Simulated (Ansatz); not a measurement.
## KTaO3: changing the choice of potentials or basis

```cif
data_structure
_symmetry_space_group_name_H-M 'Pm-3m'
_symmetry_Int_Tables_number 221
_cell_length_a 3.9883
_cell_length_b 3.9883
_cell_length_c 3.9883
_cell_angle_alpha 90.000
_cell_angle_beta 90.000
_cell_angle_gamma 90.000
_cell_volume 63.44
loop_
_atom_site_label
_atom_site_type_symbol
_atom_site_symmetry_multiplicity
_atom_site_Wyckoff_symbol
_atom_site_fract_x
_atom_site_fract_y
_atom_site_fract_z
_atom_site_occupancy
Ta1 Ta 1 a 0.00000 0.00000 0.00000 1
K1 K 1 b 0.50000 0.50000 0.50000 1
O1 O 3 d 0.00000 0.00000 0.50000 1
```

The cell comes from a database or a generator and needn't be the form met in nature.

Kept alike: task single point; functional PBE; k mesh 7 × 7 × 7; occupations fermi-dirac, width 0.05 eV; no spin polarisation. Program: Ansatz. Cutoffs run from 930 to 1796 eV. The mesh is that of the run's cell of 5 atoms. No spin-orbit coupling.

| choice of potentials or basis | pressure (GPa) |
| --- | --- |
| Ansatz NC | 5.53 |
| Ansatz PAW (files of its older set among them) | 5.52 |
| JTH PAW | 5.86 |
| PseudoDojo standard (PBE files) | 4.38 |
| PseudoDojo stringent (PBE files) | 4.88 |
| SPMS NC | 4.58 |

Pressure is positive in compression, with a Pulay correction for the finite cutoff.

**Question.** What does the choice of potentials or basis change here?

**Answer.** The pressure runs from 4.38 (PseudoDojo standard (PBE files)) to 5.86 GPa (JTH PAW).
